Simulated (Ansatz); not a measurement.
## Cd, diamond: how the functional moves the structure

All rows: Ansatz, plane waves with scalar-relativistic PAW, 420 eV (500 eV for the SCAN forms), relaxed under each functional, no dispersion correction, no zero-point motion. B₀ comes from uniform scaling at fixed shape; a dash is a value not given.

```
functional  V (Å³/atom)         cell  B₀ (GPa)     magnetic state  ΔE to hcp (meV/atom)
       PBE        37.27  a = 6.680 Å        14  spin not included                   329
    r²SCAN        34.44  a = 6.507 Å        21  spin not included                   414
       LDA        31.39  a = 6.309 Å        28  spin not included                   498
    revPBE        40.54  a = 6.870 Å         8  spin not included                   263
      RPBE        42.45  a = 6.977 Å         6  spin not included                   236
      BLYP        44.29  a = 7.076 Å         6  spin not included                    29
```

What does PBEsol give?

V (Å³/atom): 33.41; cell: a = 6.442 Å; B₀ (GPa): 22; magnetic state: spin not included; ΔE to hcp (meV/atom): 472.
